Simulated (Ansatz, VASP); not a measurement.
## NiO: VASP beside Ansatz

POSCAR

```
NiO
1.0
    0.0000000000      2.1149477378      2.1149477378
    2.1149477378      0.0000000000      2.1149477378
    2.1149477378      2.1149477378      0.0000000000
Ni O
1 1
Direct
    0.0000000000      0.0000000000      0.0000000000
    0.5000000000      0.5000000000      0.5000000000
```

File INCAR.step1:

```
PREC = Accurate ; ENCUT = 520
ISMEAR = 0 ; SIGMA = 0.02
LREAL = F ; LASPH = T
NELM = 150 ; ISPIN = 2
MAGMOM = 1.84 0.31 ; LMAXMIX = 4
NBANDS = 19 ; GGA = PE
ALGO = Normal ; EDIFF = 1E-4
LWAVE = T ; LCHARG = F
```

The input INCAR.step2:

```
PREC = Accurate ; ENCUT = 520
EDIFF = 1E-7 ; ISMEAR = 0
SIGMA = 0.02 ; LREAL = F
LASPH = T ; NELM = 150
ALGO = Normal ; ISIF = 2
LWAVE = F ; LCHARG = F
ISPIN = 2 ; MAGMOM = 1.84 0.31
LORBIT = 11 ; LMAXMIX = 4
METAGGA = R2SCAN ; LMIXTAU = T
NBANDS = 19 ; ISTART = 1
```

File KPOINTS:

```
Automatic mesh
0
Gamma
  12 12 12
```

Input for Ansatz:

```yaml
crystal:
  lattice:
    - [0.0, 2.1149477378, 2.1149477378]
    - [2.1149477378, 0.0, 2.1149477378]
    - [2.1149477378, 2.1149477378, 0.0]
  atoms:
    - { symbol: Ni, position: [0.0, 0.0, 0.0], spin: 1.84 }
    - { symbol: O, position: [0.5, 0.5, 0.5], spin: 0.31 }
basis:
  ecutwfc: 500
kpoints:
  mp_grid: { grid: [12, 12, 12] }
hamiltonian:
  xc: r2scan
scf:
  occupations: { method: gaussian, width: 0.02 }
output:
  forces: true
  stress: true
  eigenvalues: true
  populations: true
magnetization:
  spin_polarized: true
```

Alike in both runs: task single point; functional r2SCAN; k mesh 12 × 12 × 12; occupations gaussian, width 0.02 eV; collinear spin.

|  | VASP | Ansatz |
| --- | --- | --- |
| version | VASP 6.6.1 | Ansatz 0.2.0 |
| potentials or method | VASP PAW PBE potentials, release 64 (Ni, O) | scalar-relativistic, plane waves, PAW |
| plane-wave cutoff (eV) | 520 | 500 |
| valence electrons in the cell | 16 | 24 |

```tsv
	VASP	Ansatz	Ansatz less VASP
gap on the k mesh at the Fermi level (eV)	0.84	0.92	+0.084
least direct gap on the mesh (eV)	1.78	1.86	+0.079
pressure (GPa)	-5.9	-5.9	-0.04
net moment per atom (μB)	1.00	1.00	0.000
size of the moment on the site where the two differ most (μB)	1.70	1.67	-0.021
```

Site moments also hang on the region over which each program counts them. The two sets of potentials don't hold the same shells in valence. Ansatz warned: «stability_check_not_made».

Caveats: the PAW data sets were made with another functional, which shifts forces and pressure a little (VASP); a cell with one magnetic atom can't hold antiferromagnetic order, which such compounds often take. r2SCAN opens gaps a little over a GGA but as a rule still falls short of measured ones. A k mesh can miss the band edges.
